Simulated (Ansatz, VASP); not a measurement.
## One calculation of MgO, two programs

File POSCAR:

```
MgO
1.0
    2.6233491278      0.0000000000      0.0000000000
    0.0000000000      2.6233491278      0.0000000000
    0.0000000000      0.0000000000      2.7736670328
Mg O
1 1
Direct
    0.0000000000      0.0000000000      0.0000000000
    0.5000000000      0.5000000000      0.5000000000
```

File INCAR.step1:

```
SYSTEM = MgO
PREC = Accurate
ENCUT = 520
ISMEAR = 0
SIGMA = 0.01
LREAL = .False.
LASPH = .True.
NELM = 100
NBANDS = 11
GGA = PE
ALGO = Normal
EDIFF = 1E-4
LWAVE = .True.
LCHARG = .False.
```

Contents of INCAR.step2:

```
SYSTEM = MgO
PREC = Accurate
ENCUT = 520
EDIFF = 1E-6
ISMEAR = 0
SIGMA = 0.01
LREAL = .False.
LASPH = .True.
NELM = 100
ALGO = Normal
ISIF = 2
LWAVE = .False.
LCHARG = .False.
METAGGA = R2SCAN
LMIXTAU = .True.
NBANDS = 11
ISTART = 1
```

File KPOINTS:

```
Automatic mesh
0
Gamma
  10 10 10
  0 0 0
```

Input for Ansatz:

```yaml
crystal:
  lattice:
    - [2.6233491278, 0.0, 0.0]
    - [0.0, 2.6233491278, 0.0]
    - [0.0, 0.0, 2.7736670328]
  atoms:
    - { symbol: Mg, position: [0.0, 0.0, 0.0] }
    - { symbol: O, position: [0.5, 0.5, 0.5] }
kpoints:
  mp_grid: { grid: [10, 10, 10] }
  band_path:
    path:
      - [0.0, 0.0, 0.0]
      - [0.0, 0.5, 0.0]
      - [0.5, 0.5, 0.0]
      - [0.5, 0.5, 0.5]
      - [0.0, 0.5, 0.5]
    npoints: 1
hamiltonian:
  xc: r2scan
scf:
  occupations: { method: fixed }
  n_extra_bands: 4
output:
  forces: true
  stress: true
  eigenvalues: true
```

Change from the starting cell: uniaxial_z strain +5.7%.

Alike in both runs: task single point; functional r2SCAN; k mesh 10 × 10 × 10; no spin polarisation.

```csv
,VASP,Ansatz
version,VASP 6.6.1,Ansatz 0.2.0
potentials or method,"VASP PAW PBE potentials, release 64 (Mg, O)","plane waves, PAW"
plane-wave cutoff (eV),520,500
occupations,"gaussian, width 0.01 eV",fixed
valence electrons in the cell,8,16
```

Ansatz gave:

- gap on the k mesh at the Fermi level (eV): 2.65
- pressure (GPa): -7.4
- largest component of the traceless stress (GPa): 23.56

Question: Which values does VASP return?

Answer: gap on the k mesh at the Fermi level (eV): 2.61; pressure (GPa): -8.5; largest component of the traceless stress (GPa): 23.65.

The two sets of potentials don't hold the same shells in valence.

Caveats: the PAW data sets were made with another functional, which shifts forces and pressure a little (VASP). A k mesh can miss the band edges.
